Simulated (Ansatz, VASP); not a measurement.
# One calculation of ZnS, two programs

```
Zn S
1.0
     0.00000    2.69409    2.69409
     2.69409    0.00000    2.69409
     2.69409    2.69409    0.00000
Zn S
1 1
Cartesian
  0.0000 0.0000 0.0000
  1.3470 1.3470 1.3470
```

Alike in both runs: task single point; functional PBE; k mesh 6 × 6 × 6; no spin polarisation.

```csv
,VASP,Ansatz
version,VASP 6.6.1,Ansatz 0.2.0
potentials or method,"VASP PAW PBE potentials, release 64 (Zn, S)","plane waves, PAW"
plane-wave cutoff (eV),520,420
occupations,"gaussian, width 0.01 eV",fixed
valence electrons in the cell,18,18
```

|  | VASP | Ansatz | Ansatz less VASP |
| --- | --- | --- | --- |
| gap on the k mesh at the Fermi level (eV) | 2.15 | 2.15 | -0.005 |

PBE gaps usually lie below the measured ones, often by a third to a half.
